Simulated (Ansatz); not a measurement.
**KF (Fm-3m), a sublattice moved along a line**

Computed with Ansatz 0.2.0, DFT LDA, scalar-relativistic, plane waves, PAW. Settings: plane waves to 420 eV, k-mesh 8×8×8 (Γ-centred), Gaussian smearing 0.05 eV. No spin polarisation. Energies are free energies at this smearing, counted from the undisturbed cell; pressure is positive in compression.

Reference structure (as given, not relaxed at this level; it stands at -3.5 GPa):

```
CELL_PARAMETERS angstrom
0.00000 2.67350 2.67350
2.67350 0.00000 2.67350
2.67350 2.67350 0.00000
ATOMIC_POSITIONS crystal
K 0.00000 0.00000 0.00000
F 0.50000 0.50000 0.50000
```

Every K atom is moved by x along the Cartesian unit vector (1.000, 0.000, 0.000); the cell and all other atoms stay fixed.

| x (Å) | ΔE (meV/cell) | force along x on the moved atoms (eV/Å) | pressure (GPa) | gap on the mesh (eV) |
| --- | --- | --- | --- | --- |
| -0.2000 | ? | 0.29 | ? | 5.80 |
| -0.1000 | 6.0 | 0.12 | -3.4 | 5.80 |
| 0.0000 | 0.0 | 0.00 | -3.5 | 5.80 |
| 0.0250 | 0.4 | -0.03 | -3.5 | 5.80 |
| 0.0500 | ? | ? | -3.5 | 5.80 |
| 0.0750 | 3.3 | -0.09 | -3.5 | 5.80 |
| 0.1250 | 9.5 | -0.16 | -3.3 | 5.80 |
| 0.1500 | 14.0 | -0.20 | -3.2 | 5.80 |
| 0.1750 | 19.5 | -0.24 | -3.1 | 5.80 |

By symmetry 0.2000 repeats -0.2000, -0.1500 repeats 0.1500, 0.1000 repeats -0.1000, -0.0500 repeats 0.0500 in energy; the slope of the energy along the path changes sign there.

Problem. Give the withheld values.

Solution. ΔE (meV/cell) at x (Å) = -0.2000: 26.1; pressure (GPa) at x (Å) = -0.2000: -3.0; ΔE (meV/cell) at x (Å) = 0.0500: 1.5; force along x on the moved atoms (eV/Å) at x (Å) = 0.0500: -0.06.